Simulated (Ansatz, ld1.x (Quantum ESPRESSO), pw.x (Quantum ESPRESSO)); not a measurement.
# From atom to crystal: TM potential for B

B (Z = 5), norm-conserving Troullier–Martins (Kleinman–Bylander form), made with ld1.x (Quantum ESPRESSO) 7.5 (PBE, scalar-relativistic). Core [He], reference 2s2 2p1. Waves: 2s (bound): rc 1.40 bohr; 3d channel at 0.35 Ry: rc 3.10 bohr; 2p (bound): rc 3.30 bohr. Local part: the p channel. Core correction: a·sin(br)/r model core inside 0.90 bohr.

Atomic tests: cutoffs needed: 21 Ry and 50 Ry (the cutoffs (Ry, on a coarse ladder) from which the occupation-weighted sum of valence levels, in a spherical-Bessel basis at the reference potential, stays within 10 and 1 mRy of its value at 400 Ry); ghost test: no extra level below or beside the all-electron valence levels (s, d, p, f tested) (spherical-Bessel basis up to 400 Ry, 20 bohr box); largest excitation error: +364 meV (all-electron minus pseudo) for 2s1 2p0, out of 7 test configurations.

Crystal test: fcc B in pw.x 7.5, no spin, 18³ k-points, Fermi–Dirac smearing 0.01 Ry, cutoffs 60/240 Ry. The reference is all-electron LAPW (Ansatz 0.2.0) with the same functional, mesh and smearing; V0 and B0 come from Birch–Murnaghan fits to the pressures at five volumes. Errors are pseudo minus all-electron; Δ is the rms difference of the E(V) curves that follow from these fits, minima aligned, over ±6 % about the mean V0. Mesh and smearing are coarse, so the numbers serve the comparison and aren't converged zero-temperature values; the lattice is a test structure that the element need not adopt.

All-electron: a0 = 2.867 Å (V0 = 5.89 Å³/atom), B0 = 270.8 GPa.

Q: How far does the potential miss the all-electron equation of state?

A: mean pressure error (GPa): +71.83. The pressure does not cross zero within the volumes sampled, so no fit is given. The largest radius (3.30 bohr) exceeds half the bond length (1.92 bohr), so the spheres overlap, which is one possible source of error among others. This is a poor potential for the solid.

```
V (Å³/atom)  P all-electron (GPa)  P pseudo (GPa)
      5.603                 14.83           90.73
      5.751                  6.76           80.67
      5.898                 -0.40           71.46
      6.045                 -6.74           63.04
      6.193                -12.37           55.32
```

Q: At the middle volume, how do free energy and pressure move when the wave cutoff is lowered (ecutrho kept at four times it)?

A:

```tsv
cutoff (Ry)	shift of F (meV/atom)	shift of P (GPa)
27	+19.7	-0.37
36	+16.6	+0.14
48	+7.9	-0.35
```

The run at the middle volume (195 k-points, 5 iterations) took about 4.6 s on one core of a shared host (Intel(R) Xeon(R) Platinum 8488C, 192 threads, 744 GiB, load 132).
